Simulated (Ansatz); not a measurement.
**AlAs: how the settings move a single-point run**

Question: which choices in the input matter for AlAs?

Method: reference: DFT, HSE06, plane waves, PAW, in Ansatz 0.2.0.

4 further runs of the same task are left out: 1 for a known fault of the program, 3 that didn't finish.

## Step 1: The structure to begin with

Symmetry: F-43m, No. 216, cubic system. Conventional cell: a = 5.678 Å, b = 5.678 Å, c = 5.678 Å, α = 90.00°, β = 90.00°, γ = 90.00°. Around Al (site symmetry -43m) lie 4 As at 2.46 Å. As (site symmetry -43m) has 4 Al at 2.46 Å as nearest neighbours.

Coordinates:

```cif
data_structure
_symmetry_space_group_name_H-M 'F-43m'
_symmetry_Int_Tables_number 216
_cell_length_a 5.6779
_cell_length_b 5.6779
_cell_length_c 5.6779
_cell_angle_alpha 90.000
_cell_angle_beta 90.000
_cell_angle_gamma 90.000
_cell_volume 183.04
loop_
_atom_site_label
_atom_site_type_symbol
_atom_site_symmetry_multiplicity
_atom_site_Wyckoff_symbol
_atom_site_fract_x
_atom_site_fract_y
_atom_site_fract_z
_atom_site_occupancy
Al1 Al 4 a 0.00000 0.00000 0.00000 1
As1 As 4 d 0.25000 0.25000 0.75000 1
```

## Step 2: Reference

input.yaml

```yaml
crystal:
  lattice:
    - [0.0, 2.838925176, 2.838925176]
    - [2.838925176, 0.0, 2.838925176]
    - [2.838925176, 2.838925176, 0.0]
  atoms:
    - { symbol: Al, position: [0.0, 0.0, 0.0] }
    - { symbol: As, position: [0.25, 0.25, 0.25] }
kpoints:
  mp_grid: { grid: [4, 4, 4] }
hamiltonian:
  xc: hse06
scf:
  occupations: { method: fixed }
  n_extra_bands: 4
output:
  forces: true
  stress: true
  eigenvalues: true
  write_density: true
  write_potential: true
  elf: true
  volumetric_format: npy
```

Launch:

```
$ ansatz run input.yaml --threads 4 --pin off --max-ram 3686MiB --backend cpu --events-out ev --progress --plain --runs-dir out
```

## Step 3: Variant: exchange pbe, correlation pbe, coeff 0.75, omega 0.1

Edit input.yaml of step 2 so:

```diff
@@ -11,3 +11,3 @@
 hamiltonian:
-  xc: hse06
+  xc: { exchange: pbe, correlation: pbe, exx: { coeff: 0.75, omega: 0.1 } }
 scf:
@@ -19,5 +19 @@
   eigenvalues: true
-  write_density: true
-  write_potential: true
-  elf: true
-  volumetric_format: npy
```

## Step 4: Variant: exchange pbe, correlation pbe, coeff 0.75

Edit input.yaml of step 2 so:

```diff
@@ -11,3 +11,3 @@
 hamiltonian:
-  xc: hse06
+  xc: { exchange: pbe, correlation: pbe, exx: { coeff: 0.75 } }
 scf:
@@ -19,5 +19 @@
   eigenvalues: true
-  write_density: true
-  write_potential: true
-  elf: true
-  volumetric_format: npy
```

## Step 5: Changed: xc lc_wpbe

Edit input.yaml of step 2 so:

```diff
@@ -11,3 +11,3 @@
 hamiltonian:
-  xc: hse06
+  xc: lc_wpbe
 scf:
@@ -19,5 +19 @@
   eigenvalues: true
-  write_density: true
-  write_potential: true
-  elf: true
-  volumetric_format: npy
```

## Step 6: Variant: mixing.ndim 2

Edit input.yaml of step 2 so:

```diff
@@ -15,2 +15,4 @@
   n_extra_bands: 4
+  mixing: { ndim: 2 }
+  max_iter: 90
 output:
@@ -19,5 +21 @@
   eigenvalues: true
-  write_density: true
-  write_potential: true
-  elf: true
-  volumetric_format: npy
```

Before running it: what results should come out? Wanted: for each run, ending; energy change; pressure; gap; force.

As calculated:

```csv
run,ending,energy change,pressure (GPa),gap (eV),force (eV/Å),cycles,time
reference,converged,0,0.5,2.10,0.00,12,4.3 s
"1: exchange pbe, correlation pbe, coeff 0.75, omega 0.1",converged,not comparable,-2.8,4.49,0.00,15,5.3 s
"2: exchange pbe, correlation pbe, coeff 0.75",converged,not comparable,-2.7,5.65,0.00,15,5.4 s
3: xc lc_wpbe,converged,not comparable,-2.5,6.42,0.00,14,5.5 s
4: mixing.ndim 2,converged,0.0 meV/atom,0.5,2.10,0.00,14,4.2 s
```

Times don't compare one to one where runs were asked for different outputs or read a saved state (see the inputs); cycles may leave out searches for a lower state.

Residual by cycle in the longest SCF loop of each run; runs are numbered as in the table. The quantity is the density residual dr2, in eV.

```csv
cycle,reference,run 1,run 2,run 3,run 4
1,0.00567,0.0308,0.0261,0.00842,0.00567
2,0.00139,0.00658,0.00561,0.0173,0.00139
3,4.0e-4,0.0166,0.02,0.00277,4.0e-4
4,6.6e-5,0.00269,0.00337,3.6e-4,7.9e-5
5,5.8e-6,2.9e-4,4.6e-4,1.6e-5,1.4e-5
6,3.6e-6,4.7e-5,7.8e-5,-,4.6e-6
7,-,-,-,-,1.1e-6
```

What this shows: «mixing.ndim 2» leaves the energy as it was.
